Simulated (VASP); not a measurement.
# AlNi in VASP: notebook

One slab, AlNi, is run at these levels: LDA, PBE, PBEsol, RPBE; tasks: work function.

Everything below comes from runs of VASP 6.6.1. Logs are shortened: lines on timing, memory, paths and dates and some standing lists are left out, and cuts for length are marked.

## Step 1: The structure

The cell holds a slab with vacuum, 8 atoms: a = 2.881 Å, b = 2.881 Å, c = 25.084 Å, α = 90.00°, β = 90.00°, γ = 90.00°.

## Step 2: Work function, LDA, collinear spin, ferromagnetic start

INCAR

```
ALGO     = Normal         # electronic algorithm
DIPOL    = 0.5 0.5 0.500
EDIFF    = 1E-6           # SCF threshold, eV
ENCUT    = 520            # plane-wave cutoff, eV
IDIPOL   = 3            
ISIF     = 2              # what is computed and relaxed
ISMEAR   = -1             # smearing method
ISPIN    = 2              # spin polarisation
LASPH    = T              # aspherical terms in the spheres
LCHARG   = T              # write CHGCAR
LDIPOL   = T            
LELF     = T              # ELF
LMAXMIX  = 4              # l up to which the mixer works
LORBIT   = 11             # projections on sites
LREAL    = F              # projectors in reciprocal space
LVACPOTAV= T            
LVHAR    = T            
LWAVE    = F              # write WAVECAR
MAGMOM   = 1 1 1 1 0 0 0 0 # initial moments
NELM     = 100            # most SCF steps
PREC     = Accurate       # precision mode
SIGMA    = 0.05           # smearing width, eV
```

KPOINTS

```
k-points
0
Gamma
  7 7 1
```

POSCAR

```
AlNi
1.0
    2.8810000000      0.0000000000      0.0000000000
    0.0000000000      2.8810000000      0.0000000000
    0.0000000000      0.0000000000     25.0835000000
Ni Al
4 4
Direct
    0.5000000000      0.5000000000      0.2990013355
    0.5000000000      0.5000000000      0.4138577152
    0.5000000000      0.5000000000      0.5287140949
    0.5000000000      0.5000000000      0.6435704746
    0.0000000000      0.0000000000      0.3564295254
    0.0000000000      0.0000000000      0.4712859051
    0.0000000000      0.0000000000      0.5861422848
    0.0000000000      0.0000000000      0.7009986645
```

Potentials or basis: VASP PAW LDA potentials, release 64 (Ni, Al).

On the command line:

```bash
> cat potpaw_LDA.64/Ni/POTCAR potpaw_LDA.64/Al/POTCAR > POTCAR
> mpirun -np 1 vasp_std > vasp.out
```

OUTCAR:

```text
EDIFF = 1E-6
   ENCUT = 520
   ISIF = 2
   ISMEAR = -1
   ISPIN = 2
   LASPH = T
   LORBIT = 11
   LREAL = F
   NELM = 100
   PREC = Accurate

 ion  position               nearest neighbor table
   1  0.500  0.500  0.299-   5 2.50   5 2.50   5 2.50   5 2.50   2 2.88
   2  0.500  0.500  0.414-   5 2.50   5 2.50   5 2.50   5 2.50   6 2.50   6 2.50   6 2.50   6 2.50
                             1 2.88   3 2.88
   3  0.500  0.500  0.529-   6 2.50   6 2.50   6 2.50   6 2.50   7 2.50   7 2.50   7 2.50   7 2.50
                             4 2.88   2 2.88
   4  0.500  0.500  0.644-   7 2.50   7 2.50   7 2.50   7 2.50   8 2.50   8 2.50   8 2.50   8 2.50
                             3 2.88
   5  0.000  0.000  0.356-   2 2.50   2 2.50   2 2.50   2 2.50   1 2.50   1 2.50   1 2.50   1 2.50
                             6 2.88
   6  0.000  0.000  0.471-   3 2.50   3 2.50   3 2.50   3 2.50   2 2.50   2 2.50   2 2.50   2 2.50
                             5 2.88   7 2.88
   7  0.000  0.000  0.586-   4 2.50   4 2.50   4 2.50   4 2.50   3 2.50   3 2.50   3 2.50   3 2.50
                             6 2.88   8 2.88
   8  0.000  0.000  0.701-   4 2.50   4 2.50   4 2.50   4 2.50   7 2.88

  LATTYP: Found a simple tetragonal cell.
 ALAT       =     2.8810000000
 C/A-ratio  =     8.7065255120

  Lattice vectors:

 A1 = (   2.8810000000,   0.0000000000,   0.0000000000)
 A2 = (   0.0000000000,   2.8810000000,   0.0000000000)
 A3 = (   0.0000000000,   0.0000000000,  25.0835000000)

Analysis of symmetry for initial positions (statically):
=====================================================================
 Subroutine PRICEL returns:
 Original cell was already a primitive cell.

 Routine SETGRP: Setting up the symmetry group for a
 simple tetragonal supercell.

 Subroutine GETGRP returns: Found  8 space group operations
 (whereof  8 operations were pure point group operations)
 out of a pool of 16 trial point group operations.

The static configuration has the point symmetry C_4v.

Analysis of symmetry for dynamics (positions and initial velocities):
=====================================================================
 Subroutine PRICEL returns:
 Original cell was already a primitive cell.

 Routine SETGRP: Setting up the symmetry group for a
 simple tetragonal supercell.

 Subroutine GETGRP returns: Found  8 space group operations
 (whereof  8 operations were pure point group operations)
 out of a pool of 16 trial point group operations.

The dynamic configuration has the point symmetry C_4v.

Analysis of structural, dynamic, and magnetic symmetry:
=====================================================================
 Subroutine PRICEL returns:
 Original cell was already a primitive cell.

 Routine SETGRP: Setting up the symmetry group for a
 simple tetragonal supercell.

 Subroutine GETGRP returns: Found  8 space group operations
 (whereof  8 operations were pure point group operations)
 out of a pool of 16 trial point group operations.

The overall configuration has the point symmetry C_4v.

 Subroutine INISYM returns: Found  8 space group operations
 (whereof  8 operations are pure point group operations),
 and found     1 'primitive' translations

----------------------------------------------------------------------------------------

                                     Primitive cell

  volume of cell :     208.1971

  direct lattice vectors                    reciprocal lattice vectors
     2.881000000  0.000000000  0.000000000     0.347101701  0.000000000  0.000000000
     0.000000000  2.881000000  0.000000000     0.000000000  0.347101701  0.000000000
     0.000000000  0.000000000 25.083500000     0.000000000  0.000000000  0.039866845

  length of vectors
     2.881000000  2.881000000 25.083500000     0.347101701  0.347101701  0.039866845

  position of ions in fractional coordinates (direct lattice)
     0.500000000  0.500000000  0.299001336
     0.500000000  0.500000000  0.413857715
     0.500000000  0.500000000  0.528714095
     0.500000000  0.500000000  0.643570475
     0.000000000  0.000000000  0.356429525
     0.000000000  0.000000000  0.471285905
     0.000000000  0.000000000  0.586142285
     0.000000000  0.000000000  0.700998664
[... 58 lines left out ...]
 SYSTEM =  unknown system
   PREC   = accura    normal or accurate (medium, high low for compatibility)
   ISTART =      0    job   : 0-new  1-cont  2-samecut
   ICHARG =      2    charge: 1-file 2-atom 10-const
   ISPIN  =      2    spin polarized calculation?
   LNONCOLLINEAR =      F non collinear calculations
   LSORBIT =      F    spin-orbit coupling
   LASPH  =      T    aspherical Exc in radial PAW
   ENCUT  =  520.0 eV  38.22 Ry    6.18 a.u.   5.36  5.36 46.64*2*pi/ulx,y,z
   NELM   =    100;   NELMIN=  2; NELMDL= -5     # of ELM steps
   EDIFF  = 0.1E-05   stopping-criterion for ELM
   LREAL  =      F    real-space projection
   EDIFFG = 0.1E-04   stopping-criterion for IOM
   NSW    =      0    number of steps for IOM
   IBRION =     -1    ionic relax: 0-MD 1-quasi-New 2-CG
   NFREE  =      0    steps in history (QN), initial steepest desc. (CG)
   ISIF   =      2    stress and relaxation
   ISYM   =      2    0-nonsym 1-usesym 2-fastsym
   POTIM  = 0.5000    time-step for ionic-motion
   TEBEG  =    0.0;   TEEND  =   0.0 temperature during run
   PSTRESS=    0.0 pullay stress
   NELECT =      52.0000    total number of electrons
   NUPDOWN=      -1.0000    fix difference up-down
   EMIN   =  10.00;   EMAX   =-10.00  energy-range for DOS
   EFERMI =   0.00;   METHOD = LEGACY
   ISMEAR =    -1;   SIGMA  =   0.05  broadening in eV -4-tet -1-fermi 0-gaus
   EFERMI_NEDOS =   21; number of points for ismear=-14 and -15
   IALGO  =     38    algorithm
   IMIX   =      4    mixing-type and parameters
     AMIX     =   0.40;   BMIX     =  1.00
     AMIX_MAG =   1.60;   BMIX_MAG =  1.00
  volume/ion in A,a.u.               =      26.02       175.62
  Fermi-wavevector in a.u.,A,eV,Ry     =   1.030982  1.948273 14.461956  1.062924
  Thomas-Fermi vector in A             =   2.165107
   LORBIT       =     11    0 simple, 1 ext, 2 COOP (PROOUT), +10 PAW based schemes
   GGA     = CA    functional components
   LHFCALC =     F    Hartree Fock is set to
   AEXX    =    0.0000 exact exchange contribution
   IVDW    =     0    specifies the selected vdW correction
   LEPSILON=     F    determine dielectric tensor
   LRPA    =     F    only Hartree local field effects (RPA)
 spin polarized calculation
  energy-cutoff  :      520.00
  volume of cell :      208.20
 maximum number of plane-waves:      5655
 NGX is ok and might be reduce to    24
   NGX = 11   NGY = 11   NGZ = 93

 dipolmoment           0.000000      0.000000      0.020798 electrons x Angstroem

 number of electron      52.0000041 magnetization       0.0000620

 dipolmoment           0.000000      0.000000     -0.029777 electrons x Angstroem

 Free energy of the ion-electron system (eV)
  ---------------------------------------------------
  ext. energy  EPLUGINS =         0.00000000
  ---------------------------------------------------
  free energy    TOTEN  =       -45.75378321 eV

  energy without entropy =      -45.72683015  energy(sigma->0) =      -45.74030668

 E-fermi :   2.0461     XC(G=0):  -6.5861

 val. band max:        1.9895108875   @ k =   0.4286   0.0000   0.0000
 cond. band min:       2.0469463522   @ k =   0.4286   0.0000   0.0000
 fundamental gap:      0.0574354647
 Fermi energy:         2.0460559369

 spin component 1

 k-point     1 :       0.0000    0.0000    0.0000
  band No.  band energies     occupation
      1      -8.7855      1.00000
      2      -7.9911      1.00000
      3      -6.7943      1.00000
      4      -5.3012      1.00000
      5      -3.5678      1.00000
      6      -2.0590      1.00000
[... 349 lines left out ...]
     32       4.8724      0.00000
     33       4.9143      0.00000
 Fermi energy:         2.0460559369

 spin component 2

 k-point     1 :       0.0000    0.0000    0.0000
  band No.  band energies     occupation
      1      -8.7855      1.00000
      2      -7.9910      1.00000
      3      -6.7942      1.00000
      4      -5.3010      1.00000
      5      -3.5675      1.00000
      6      -2.0588      1.00000
[... 349 lines left out ...]
     32       4.8723      0.00000
     33       4.9140      0.00000

------------------------ aborting loop because EDIFF is reached ----------------------------------------

  FORCE on cell =-STRESS in cart. coord.  units (eV):
  Direction    XX          YY          ZZ          XY          YZ          ZX
  --------------------------------------------------------------------------------------
  -------------------------------------------------------------------------------------
  Total       -7.9301310     -7.9301310     -5.4435312      0.0000000      0.0000000      0.0000000
  in kB      -61.0261952    -61.0261952    -41.8906063      0.0000000      0.0000000      0.0000000
  external PRESSURE =     -54.6476656 kB  Pullay stress =       0.0000000 kB

 VOLUME and BASIS-vectors are now :
 -----------------------------------------------------------------------------
  energy-cutoff  :      520.00
  volume of cell :      208.20
      direct lattice vectors                 reciprocal lattice vectors
     2.881000000  0.000000000  0.000000000     0.347101701  0.000000000  0.000000000
     0.000000000  2.881000000  0.000000000     0.000000000  0.347101701  0.000000000
     0.000000000  0.000000000 25.083500000     0.000000000  0.000000000  0.039866845

 POSITION                                       TOTAL-FORCE (eV/Angst)
 -----------------------------------------------------------------------------------
      1.44050      1.44050      7.50000         0.000000     -0.000000      1.184515
      1.44050      1.44050     10.38100         0.000000      0.000000      0.347611
      1.44050      1.44050     13.26200         0.000000      0.000000     -0.119670
      1.44050      1.44050     16.14300        -0.000000      0.000000      0.274373
      0.00000      0.00000      8.94050         0.000000      0.000000     -0.957260
      0.00000      0.00000     11.82150         0.000000      0.000000     -0.133703
      0.00000      0.00000     14.70250         0.000000      0.000000      0.037411
      0.00000      0.00000     17.58350         0.000000      0.000000     -0.633275
 -----------------------------------------------------------------------------------
    total drift:                                0.000000      0.000000     -0.000542

  FREE ENERGIE OF THE ION-ELECTRON SYSTEM (eV)
  ---------------------------------------------------
  free  energy   TOTEN  =       -45.7537832089 eV

  energy  without entropy=      -45.7268301472  energy(sigma->0) =      -45.74030668

 vacuum level on the upper side and lower side of the slab         6.349         6.996

 total charge

# of ion       s       p       d       tot
------------------------------------------
    1        0.425   0.280   8.445   9.150
    2        0.480   0.512   8.498   9.489
    3        0.480   0.516   8.497   9.492
    4        0.490   0.506   8.495   9.491
    5        0.398   0.405   0.000   0.803
    6        0.391   0.416   0.000   0.807
    7        0.389   0.415   0.000   0.803
    8        0.426   0.349   0.000   0.775
--------------------------------------------------
tot          3.477   3.398  33.935  40.810

 magnetization (x)

# of ion       s       p       d       tot
------------------------------------------
    1       -0.000  -0.000  -0.001  -0.001
    2       -0.000  -0.000  -0.000  -0.000
    3        0.000   0.000   0.000   0.000
    4        0.000   0.000   0.000   0.000
    5        0.000  -0.000   0.000  -0.000
    6       -0.000  -0.000   0.000  -0.000
    7        0.000   0.000   0.000   0.000
    8        0.000   0.000   0.000   0.000
--------------------------------------------------
tot          0.000   0.000  -0.000  -0.000
```

Run time: 5.1 min. Hardware: 1 thread of Intel Xeon Platinum 8259CL at 2.50GHz (Skylake/Cascade Lake), shared host; peak memory 0.33 GiB.

What came out:

```
Free energy                                           : -45.7538 eV
Largest force                                         : 1.185 eV/Å
Band gap on the k mesh                                : none (metal or under the smearing width)
Net moment                                            : 0.00 μB per cell
Valence electrons inside the program's atomic spheres : Ni 9.15, 9.49; Al 0.80, 0.81, 0.78
Work function of the upper face                       : 4.30 eV
Work function of the lower face                       : 4.95 eV
```

Forces in eV/Å, atoms in the order of the input:
```
Ni   0.000  0.000  1.185
Ni   0.000  0.000  0.348
Ni   0.000  0.000 -0.120
Ni   0.000  0.000  0.274
Al   0.000  0.000 -0.957
Al   0.000  0.000 -0.134
Al   0.000  0.000  0.037
Al   0.000  0.000 -0.633
```

Levels at points of the mesh, in eV from the Fermi level:
Spin up:
| k point | band 24 | band 25 | band 26 | band 27 | band 28 | band 29 |
| --- | --- | --- | --- | --- | --- | --- |
| (0.00, 0.00, 0.00) | -0.83 | -0.64 | -0.50 | 0.19 | 1.83 | 3.49 |
Spin down:
```csv
k point,band 24,band 25,band 26,band 27,band 28,band 29
"(0.00, 0.00, 0.00)",-0.83,-0.64,-0.50,0.19,1.83,3.49
```

## Step 3: Work function, PBE, collinear spin, ferromagnetic start

INCAR, as its differences from that of step 2:

```diff
@@ -4,2 +4,3 @@
 ENCUT    = 520            # plane-wave cutoff, eV
+GGA      = PE             # functional
 IDIPOL   = 3
```

KPOINTS is that of step 2.

POSCAR is that of step 2.

Potentials or basis: VASP PAW PBE potentials, release 64 (Ni, Al).

On the command line:

```bash
> cat potpaw_PBE.64/Ni/POTCAR potpaw_PBE.64/Al/POTCAR > POTCAR
> mpirun -np 1 vasp_std > vasp.out
```

OUTCAR:

```text
EDIFF = 1E-6
   ENCUT = 520
   GGA = PE
   ISIF = 2
   ISMEAR = -1
   ISPIN = 2
   LASPH = T
   LORBIT = 11
   LREAL = F
   NELM = 100
   PREC = Accurate

 ion  position               nearest neighbor table
   1  0.500  0.500  0.299-   5 2.50   5 2.50   5 2.50   5 2.50   2 2.88
   2  0.500  0.500  0.414-   5 2.50   5 2.50   5 2.50   5 2.50   6 2.50   6 2.50   6 2.50   6 2.50
                             1 2.88   3 2.88
   3  0.500  0.500  0.529-   6 2.50   6 2.50   6 2.50   6 2.50   7 2.50   7 2.50   7 2.50   7 2.50
                             4 2.88   2 2.88
   4  0.500  0.500  0.644-   7 2.50   7 2.50   7 2.50   7 2.50   8 2.50   8 2.50   8 2.50   8 2.50
                             3 2.88
   5  0.000  0.000  0.356-   2 2.50   2 2.50   2 2.50   2 2.50   1 2.50   1 2.50   1 2.50   1 2.50
[... 968 lines left out ...]
      0.00000      0.00000     14.70250         0.000000      0.000000      0.044428
      0.00000      0.00000     17.58350         0.000000     -0.000000     -0.163815
 -----------------------------------------------------------------------------------
    total drift:                                0.000000      0.000000     -0.000252

  FREE ENERGIE OF THE ION-ELECTRON SYSTEM (eV)
  ---------------------------------------------------
  free  energy   TOTEN  =       -39.7512798561 eV

  energy  without entropy=      -39.7240333382  energy(sigma->0) =      -39.73765660

 vacuum level on the upper side and lower side of the slab         6.445         6.903

 total charge

# of ion       s       p       d       tot
------------------------------------------
    1        0.419   0.281   8.429   9.130
    2        0.473   0.512   8.477   9.462
    3        0.473   0.515   8.476   9.465
    4        0.483   0.506   8.475   9.463
    5        0.393   0.401   0.000   0.794
    6        0.385   0.412   0.000   0.798
    7        0.384   0.411   0.000   0.794
    8        0.418   0.345   0.000   0.763
--------------------------------------------------
tot          3.429   3.383  33.858  40.669

 magnetization (x)

# of ion       s       p       d       tot
------------------------------------------
    1       -0.000   0.000  -0.000  -0.000
    2       -0.000   0.000  -0.000  -0.000
    3        0.000   0.000   0.000   0.000
    4       -0.000  -0.000   0.000   0.000
    5       -0.000   0.000   0.000   0.000
    6       -0.000   0.000   0.000  -0.000
    7       -0.000  -0.000   0.000  -0.000
    8        0.000   0.000   0.000   0.000
--------------------------------------------------
tot          0.000   0.000  -0.000  -0.000
```

stdout:

```text
POSCAR found type information on POSCAR NiAl
 POSCAR found :  2 types and       8 ions
 scaLAPACK will be used
 LDA part: xc-table for (Slater+PW92), standard interpolation
 POSCAR, INCAR and KPOINTS ok, starting setup
 FFT: planning ... GRIDC
 FFT: planning ... GRID_SOFT
 FFT: planning ... GRID
 WAVECAR not read
 entering main loop
 -----------------------------------------------------------------------------
|                                                                             |
|           W    W    AA    RRRRR   N    N  II  N    N   GGGG   !!!           |
|           W    W   A  A   R    R  NN   N  II  NN   N  G    G  !!!           |
|           W    W  A    A  R    R  N N  N  II  N N  N  G       !!!           |
|           W WW W  AAAAAA  RRRRR   N  N N  II  N  N N  G  GGG   !            |
|           WW  WW  A    A  R   R   N   NN  II  N   NN  G    G                |
|           W    W  A    A  R    R  N    N  II  N    N   GGGG   !!!           |
|                                                                             |
|     Did not find any points to average over, which means that no vacuum     |
|     field-free region was found. Please increase the size of  your cell     |
|     in the dimension of the dipole correction to obtain accurate            |
|     workfunction values.                                                    |
|                                                                             |
 -----------------------------------------------------------------------------
```

Run time: 7.6 min. Hardware: 1 thread of Intel Xeon Platinum 8259CL at 2.50GHz (Skylake/Cascade Lake), shared host; peak memory 0.45 GiB.

Results:

- Free energy: -39.7513 eV
- Largest force: 0.946 eV/Å
- Band gap on the k mesh: none (metal or under the smearing width)
- Net moment: 0.00 μB per cell
- Valence electrons inside the program's atomic spheres: Ni 9.13, 9.46; Al 0.79, 0.80, 0.76
- Work function of the upper face: 4.13 eV
- Work function of the lower face: 4.59 eV

Forces on the atoms (eV/Å):
```
Ni   0.000  0.000  0.643
Ni   0.000  0.000  0.343
Ni   0.000  0.000 -0.125
Ni   0.000  0.000  0.333
Al   0.000  0.000 -0.946
Al   0.000  0.000 -0.129
Al   0.000  0.000  0.044
Al   0.000  0.000 -0.164
```

Levels at points of the mesh, in eV from the Fermi level:
Spin up:
```tsv
k point	band 22	band 23	band 24	band 25	band 26	band 27	band 28	band 29	band 30	band 31
(0.00, 0.00, 0.00)	-0.83	-0.83	-0.82	-0.63	-0.51	0.20	1.83	3.43	4.20	4.72
```
Spin down:
| k point | band 23 | band 24 | band 25 | band 26 | band 27 | band 28 | band 29 | band 30 |
| --- | --- | --- | --- | --- | --- | --- | --- | --- |
| (0.00, 0.00, 0.00) | -0.83 | -0.82 | -0.63 | -0.51 | 0.20 | 1.83 | 3.43 | 4.17 |

(Part 1 of 2 ends here.)
